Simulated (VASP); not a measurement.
# SrTe (Fm-3m) in VASP: notebook

One crystal, SrTe, is run at these levels: PBE; tasks: single point, relaxation of cell and atoms.

Everything below comes from runs of VASP 6.6.1. Logs are shortened: lines on timing, memory, paths and dates and some standing lists are left out, and cuts for length are marked.

## 1. The structure

The structure is cubic, space group Fm-3m (No. 225). The conventional cell has a = 6.719 Å, b = 6.719 Å, c = 6.719 Å, α = 90.00°, β = 90.00°, γ = 90.00°. Sr (site symmetry m-3m) has 6 Te at 3.36 Å as nearest neighbours. Te (site symmetry m-3m) has 6 Sr at 3.36 Å as nearest neighbours.

The cell comes from a database or a generator and needn't be the stable form of this composition.

## 2. Single point, PBE

Contents of INCAR:

```
PREC = Accurate
ENCUT = 520
EDIFF = 1E-6
ISMEAR = 0
SIGMA = 0.02
LREAL = False
LASPH = True
NELM = 80
ALGO = Fast
ISIF = 2
LWAVE = False
LCHARG = False
GGA = PE
NBANDS = 15
```

Contents of KPOINTS:

```
Automatic mesh
0
Gamma
  8 8 8
```

Contents of POSCAR:

```
SrTe
1.0
    0.0000000000      3.3592977625      3.3592977625
    3.3592977625      0.0000000000      3.3592977625
    3.3592977625      3.3592977625      0.0000000000
Sr Te
1 1
Direct
    0.0000000000      0.0000000000      0.0000000000
    0.5000000000      0.5000000000      0.5000000000
```

Potentials or basis: VASP PAW PBE potentials, release 64 (Sr_sv, Te).

Run with:

```bash
cat potpaw_PBE.64/Sr_sv/POTCAR potpaw_PBE.64/Te/POTCAR > POTCAR
mpirun -np 1 vasp_std > vasp.out
```

OUTCAR:

```text
PREC = Accurate
   ENCUT = 520
   EDIFF = 1E-6
   ISMEAR = 0
   LREAL = False
   LASPH = True
   NELM = 80
   ISIF = 2
   GGA = PE

 ion  position               nearest neighbor table
   1  0.000  0.000  0.000-   2 3.36   2 3.36   2 3.36   2 3.36   2 3.36   2 3.36
   2  0.500  0.500  0.500-   1 3.36   1 3.36   1 3.36   1 3.36   1 3.36   1 3.36

  LATTYP: Found a face centered cubic cell.
 ALAT       =     6.7185955250

  Lattice vectors:

 A1 = (   0.0000000000,   3.3592977625,   3.3592977625)
 A2 = (   3.3592977625,   0.0000000000,   3.3592977625)
 A3 = (   3.3592977625,   3.3592977625,   0.0000000000)

Analysis of symmetry for initial positions (statically):
=====================================================================
 Subroutine PRICEL returns:
 Original cell was already a primitive cell.

 Routine SETGRP: Setting up the symmetry group for a
 face centered cubic supercell.

 Subroutine GETGRP returns: Found 48 space group operations
 (whereof 48 operations were pure point group operations)
 out of a pool of 48 trial point group operations.

The static configuration has the point symmetry O_h .

Analysis of symmetry for dynamics (positions and initial velocities):
=====================================================================
 Subroutine PRICEL returns:
 Original cell was already a primitive cell.

 Routine SETGRP: Setting up the symmetry group for a
 face centered cubic supercell.

 Subroutine GETGRP returns: Found 48 space group operations
 (whereof 48 operations were pure point group operations)
 out of a pool of 48 trial point group operations.

The dynamic configuration has the point symmetry O_h .

 Subroutine INISYM returns: Found 48 space group operations
 (whereof 48 operations are pure point group operations),
 and found     1 'primitive' translations

----------------------------------------------------------------------------------------

                                     Primitive cell

  volume of cell :      75.8186

  direct lattice vectors                    reciprocal lattice vectors
     0.000000000  3.359297762  3.359297762    -0.148840631  0.148840631  0.148840631
     3.359297762  0.000000000  3.359297762     0.148840631 -0.148840631  0.148840631
     3.359297762  3.359297762  0.000000000     0.148840631  0.148840631 -0.148840631

  length of vectors
     4.750764456  4.750764456  4.750764456     0.257799536  0.257799536  0.257799536

  position of ions in fractional coordinates (direct lattice)
     0.000000000  0.000000000  0.000000000
     0.500000000  0.500000000  0.500000000

  ion indices of the primitive-cell ions
   primitive index   ion index
                 1           1
                 2           2

----------------------------------------------------------------------------------------

 KPOINTS: Automatic mesh

Automatic generation of k-mesh.
 Grid dimensions read from file:
 generate k-points for:    8    8    8

 Generating k-lattice:

  Cartesian coordinates                     Fractional coordinates (reciprocal lattice)
    -0.018605079  0.018605079  0.018605079     0.125000000  0.000000000  0.000000000
     0.018605079 -0.018605079  0.018605079     0.000000000  0.125000000  0.000000000
     0.018605079  0.018605079 -0.018605079     0.000000000  0.000000000  0.125000000

  Length of vectors
     0.032224942  0.032224942  0.032224942

  Shift w.r.t. Gamma in fractional coordinates (k-lattice)
     0.000000000  0.000000000  0.000000000

 Subroutine IBZKPT returns following result:
 ===========================================

 Found     29 irreducible k-points:

 Following reciprocal coordinates:
            Coordinates               Weight
  0.000000  0.000000  0.000000      1.000000
  0.125000  0.000000  0.000000      8.000000
  0.250000  0.000000  0.000000      8.000000
  0.375000  0.000000  0.000000      8.000000
  0.500000  0.000000  0.000000      4.000000
  0.125000  0.125000  0.000000      6.000000
[... 16 lines left out ...]
  0.500000  0.250000  0.125000     48.000000
 -0.375000  0.250000  0.125000     24.000000
 [... further k-points ...]
   k-points           NKPTS =     29   k-points in BZ     NKDIM =     29   number of bands    NBANDS=     15
   number of dos      NEDOS =    301   number of ions     NIONS =      2
   total plane-waves  NPLWV =  46656
   dimension x,y,z NGX =    36 NGY =   36 NGZ =   36
   dimension x,y,z NGXF=    72 NGYF=   72 NGZF=   72
   ions per type =               1   1
   NGX,Y,Z   is equivalent  to a cutoff of  12.60, 12.60, 12.60 a.u.
   NGXF,Y,Z  is equivalent  to a cutoff of  25.20, 25.20, 25.20 a.u.
 SYSTEM =  unknown system
   PREC   = accura    normal or accurate (medium, high low for compatibility)
   ISTART =      0    job   : 0-new  1-cont  2-samecut
   ICHARG =      2    charge: 1-file 2-atom 10-const
   ISPIN  =      1    spin polarized calculation?
   LNONCOLLINEAR =      F non collinear calculations
   LSORBIT =      F    spin-orbit coupling
   LASPH  =      T    aspherical Exc in radial PAW
   ENCUT  =  520.0 eV  38.22 Ry    6.18 a.u.   8.83  8.83  8.83*2*pi/ulx,y,z
   NELM   =     80;   NELMIN=  2; NELMDL= -5     # of ELM steps
   EDIFF  = 0.1E-05   stopping-criterion for ELM
   LREAL  =      F    real-space projection
   EDIFFG = 0.1E-04   stopping-criterion for IOM
   NSW    =      0    number of steps for IOM
   IBRION =     -1    ionic relax: 0-MD 1-quasi-New 2-CG
   NFREE  =      0    steps in history (QN), initial steepest desc. (CG)
   ISIF   =      2    stress and relaxation
   ISYM   =      2    0-nonsym 1-usesym 2-fastsym
   POTIM  = 0.5000    time-step for ionic-motion
   TEBEG  =    0.0;   TEEND  =   0.0 temperature during run
   PSTRESS=    0.0 pullay stress
   NELECT =      16.0000    total number of electrons
   NUPDOWN=      -1.0000    fix difference up-down
   EMIN   =  10.00;   EMAX   =-10.00  energy-range for DOS
   EFERMI =   0.00;   METHOD = LEGACY
   ISMEAR =     0;   SIGMA  =   0.02  broadening in eV -4-tet -1-fermi 0-gaus
   EFERMI_NEDOS =   21; number of points for ismear=-14 and -15
   IALGO  =     68    algorithm
   IMIX   =      4    mixing-type and parameters
     AMIX     =   0.40;   BMIX     =  1.00
     AMIX_MAG =   1.60;   BMIX_MAG =  1.00
  volume/ion in A,a.u.               =      37.91       255.82
  Fermi-wavevector in a.u.,A,eV,Ry     =   0.974667  1.841854 12.925209  0.949976
  Thomas-Fermi vector in A             =   2.105145
   LORBIT       =      0    0 simple, 1 ext, 2 COOP (PROOUT), +10 PAW based schemes
   GGA     = PE    functional components
   LHFCALC =     F    Hartree Fock is set to
   AEXX    =    0.0000 exact exchange contribution
   IVDW    =     0    specifies the selected vdW correction
   LEPSILON=     F    determine dielectric tensor
   LRPA    =     F    only Hartree local field effects (RPA)
 non-spin polarized calculation
 RMM-DIIS sequential band-by-band and
 Gauss-broadening in eV      SIGMA  =   0.02
  energy-cutoff  :      520.00
  volume of cell :       75.82
 maximum number of plane-waves:      2085
   NGX = 17   NGY = 17   NGZ = 17

 number of electron      16.0000000 magnetization

 Free energy of the ion-electron system (eV)
  ---------------------------------------------------
  ext. energy  EPLUGINS =         0.00000000
  ---------------------------------------------------
  free energy    TOTEN  =        -8.26879080 eV

  energy without entropy =       -8.26879080  energy(sigma->0) =       -8.26879080

 E-fermi :   2.7594     XC(G=0):  -8.4128

 val. band max:        2.6686276746   @ k =   0.0000   0.0000   0.0000
 cond. band min:       4.4288936259   @ k =   0.5000   0.5000   0.0000
 fundamental gap:      1.7602659513
 Fermi energy:         2.7594469766

 k-point     1 :       0.0000    0.0000    0.0000
  band No.  band energies     occupation
      1     -32.0796      2.00000
      2     -14.0644      2.00000
      3     -14.0644      2.00000
      4     -14.0644      2.00000
      5      -7.2310      2.00000
      6       2.6686      2.00000
      7       2.6686      2.00000
      8       2.6686      2.00000
      9       5.4082      0.00000
     10       5.9619      0.00000
     11       5.9619      0.00000
     12       5.9619      0.00000
     13       6.5816      0.00000
     14       6.5816      0.00000
     15      10.1648      0.00000

 k-point     2 :       0.1250    0.0000    0.0000
  band No.  band energies     occupation
      1     -32.0791      2.00000
      2     -14.0813      2.00000
      3     -14.0652      2.00000
      4     -14.0652      2.00000
      5      -7.1517      2.00000
      6       2.0143      2.00000
      7       2.4553      2.00000
      8       2.4553      2.00000
      9       5.7686      0.00000
     10       6.1645      0.00000
     11       6.1645      0.00000
     12       6.3758      0.00000
     13       6.9784      0.00000
     14       6.9784      0.00000
     15      10.6620      0.00000

 k-point     3 :       0.2500    0.0000    0.0000
  band No.  band energies     occupation
      1     -32.0778      2.00000
      2     -14.1213      2.00000
      3     -14.0671      2.00000
      4     -14.0671      2.00000
      5      -6.9510      2.00000
      6       0.9777      2.00000
      7       2.0475      2.00000
      8       2.0475      2.00000
      9       5.8866      0.00000
     10       6.6780      0.00000
     11       6.6780      0.00000
     12       7.7062      0.00000
     13       7.9745      0.00000
     14       7.9745      0.00000
     15      10.8792      0.00000

 k-point     4 :       0.3750    0.0000    0.0000
  band No.  band energies     occupation
      1     -32.0764      2.00000
      2     -14.1602      2.00000
      3     -14.0690      2.00000
      4     -14.0690      2.00000
      5      -6.7348      2.00000
      6       0.2029      2.00000
      7       1.7264      2.00000
      8       1.7264      2.00000
      9       6.2011      0.00000
     10       7.4157      0.00000
     11       7.4157      0.00000
     12       8.1836      0.00000
     13       9.0734      0.00000
     14       9.0734      0.00000
     15      10.7625      0.00000
[... 307 lines left out ...]
 k-point    22 :       0.3750    0.2500    0.1250
  band No.  band energies     occupation
      1     -32.0768      2.00000
      2     -14.1261      2.00000
      3     -14.0853      2.00000
      4     -14.0715      2.00000
      5      -6.8613      2.00000
      6       0.7147      2.00000
      7       1.8834      2.00000
      8       1.9141      2.00000
      9       5.6519      0.00000
     10       6.7850      0.00000
     11       7.4197      0.00000
     12       7.4551      0.00000
     13       8.1869      0.00000
     14       9.2708      0.00000
     15      10.6236      0.00000

 k-point    23 :       0.5000    0.2500    0.1250
  band No.  band energies     occupation
      1     -32.0757      2.00000
      2     -14.1457      2.00000
      3     -14.0927      2.00000
      4     -14.0757      2.00000
      5      -6.7312      2.00000
      6       0.4267      2.00000
      7       1.5119      2.00000
      8       1.6867      2.00000
      9       6.0716      0.00000
     10       7.4033      0.00000
     11       7.6956      0.00000
     12       8.0562      0.00000
     13       8.2773      0.00000
     14       9.4315      0.00000
     15      10.3729      0.00000

 k-point    24 :      -0.3750    0.2500    0.1250
  band No.  band energies     occupation
      1     -32.0753      2.00000
      2     -14.1542      2.00000
      3     -14.0939      2.00000
      4     -14.0787      2.00000
      5      -6.6758      2.00000
      6       0.3225      2.00000
      7       1.3522      2.00000
      8       1.6061      2.00000
      9       6.6327      0.00000
     10       6.8682      0.00000
     11       8.1368      0.00000
     12       8.3124      0.00000
     13       8.5253      0.00000
     14       9.2932      0.00000
     15      10.8472      0.00000

 [... further k-points ...]

------------------------ aborting loop because EDIFF is reached ----------------------------------------

  FORCE on cell =-STRESS in cart. coord.  units (eV):
  Direction    XX          YY          ZZ          XY          YZ          ZX
  --------------------------------------------------------------------------------------
  -------------------------------------------------------------------------------------
  Total        0.0402477      0.0402477      0.0402477      0.0000000      0.0000000      0.0000000
  in kB        0.8505027      0.8505027      0.8505027      0.0000000      0.0000000      0.0000000
  external PRESSURE =       0.8505027 kB  Pullay stress =       0.0000000 kB

 VOLUME and BASIS-vectors are now :
 -----------------------------------------------------------------------------
  energy-cutoff  :      520.00
  volume of cell :       75.82
      direct lattice vectors                 reciprocal lattice vectors
     0.000000000  3.359297762  3.359297762    -0.148840631  0.148840631  0.148840631
     3.359297762  0.000000000  3.359297762     0.148840631 -0.148840631  0.148840631
     3.359297762  3.359297762  0.000000000     0.148840631  0.148840631 -0.148840631

 POSITION                                       TOTAL-FORCE (eV/Angst)
 -----------------------------------------------------------------------------------
      0.00000      0.00000      0.00000        -0.000000     -0.000000     -0.000000
      3.35930      3.35930      3.35930         0.000000      0.000000      0.000000
 -----------------------------------------------------------------------------------
    total drift:                                0.000000      0.000000      0.000000

  FREE ENERGIE OF THE ION-ELECTRON SYSTEM (eV)
  ---------------------------------------------------
  free  energy   TOTEN  =        -8.2687908000 eV

  energy  without entropy=       -8.2687908000  energy(sigma->0) =       -8.26879080
```

Run time: 27 s. Hardware: 1 thread of AMD EPYC 9R14 (Zen 4), shared host; peak memory 0.19 GiB.

Results:

* Free energy: -8.2688 eV
* Pressure: 0.1 GPa
* Band gap on the k mesh: 1.76 eV, indirect (least direct gap 2.48 eV)

Caveat: spin-orbit coupling is left out, which moves the levels of the heavy elements.

(Part 1 of 2 ends here.)
